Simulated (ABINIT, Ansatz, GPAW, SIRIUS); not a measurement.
Ge: 5 runs at one level of theory

```
Ge
1.0
     1.48805   -2.59469    0.00000
     1.48805    2.59469    0.00000
     0.00000    0.00000    4.72760
Ge
2
Direct
  0.32710 0.67936 0.25322
  0.67910 0.33589 0.74526
```

This isn't the form of Ge at room conditions, which is diamond.

Atoms were shifted at random by some hundredths of an Å from the given cell, which wasn't relaxed again for these runs.

Alike in all runs: task single point; functional PBEsol; k mesh 10 × 10 × 6; occupations fermi-dirac, width 0.05 eV; no spin polarisation; no spin-orbit coupling. A missing gap at this level doesn't show that the real crystal is a metal. Pressure is positive in compression and, in plane waves, holds the error of the finite cutoff, which Ansatz's Pulay term estimates and takes out.

```
                                        program and potentials  plane-wave cutoff (eV)                                                                                                                            notes  band gap (eV)  pressure (GPa)  energy over the undisturbed cell (meV/atom)
                                            Ansatz, Ansatz PAW                     420  potentials made for PBE, which Ansatz adapts in part; 14 valence electrons an atom on average; Pulay term of +0.04 GPa included         no gap            0.55                                        -0.06
SIRIUS, PseudoDojo 0.4.1 PBEsol standard (scalar relativistic)                    1078                                                                                          14 valence electrons an atom on average         no gap            0.60                                            -
             GPAW, PAW data sets generated for this functional                     600                                                                                           4 valence electrons an atom on average         no gap            0.23                                        -0.03
                Ansatz, all-electron LAPW, scalar-relativistic                       -                                                                                                                                -         no gap            0.59                                            -
               ABINIT, PseudoDojo NC SR PBEsol v0.4.1 standard                    1061                                                                                          14 valence electrons an atom on average         no gap            0.57                                            -
```

Force on atom 1 (Ge), eV/Å:

```json
{"program and potentials": "Ansatz, Ansatz PAW", "x": "0.000", "y": "-0.011", "z": "-0.020"}
{"program and potentials": "SIRIUS, PseudoDojo 0.4.1 PBEsol standard (scalar relativistic)", "x": "0.000", "y": "-0.011", "z": "-0.023"}
{"program and potentials": "GPAW, PAW data sets generated for this functional", "x": "0.000", "y": "-0.012", "z": "-0.021"}
{"program and potentials": "Ansatz, all-electron LAPW, scalar-relativistic", "x": "0.000", "y": "-0.011", "z": "-0.020"}
{"program and potentials": "ABINIT, PseudoDojo NC SR PBEsol v0.4.1 standard", "x": "0.000", "y": "-0.011", "z": "-0.023"}
```

None finds a gap. The pressure spans 0.23 (GPAW, PAW data sets generated for this functional) to 0.60 GPa (SIRIUS, PseudoDojo 0.4.1 PBEsol standard (scalar relativistic)), with all-electron results at 0.59.

The functional is the same throughout but for its coding, so the spread measures potentials, basis and numerics; runs on potential files found faulty are left out.
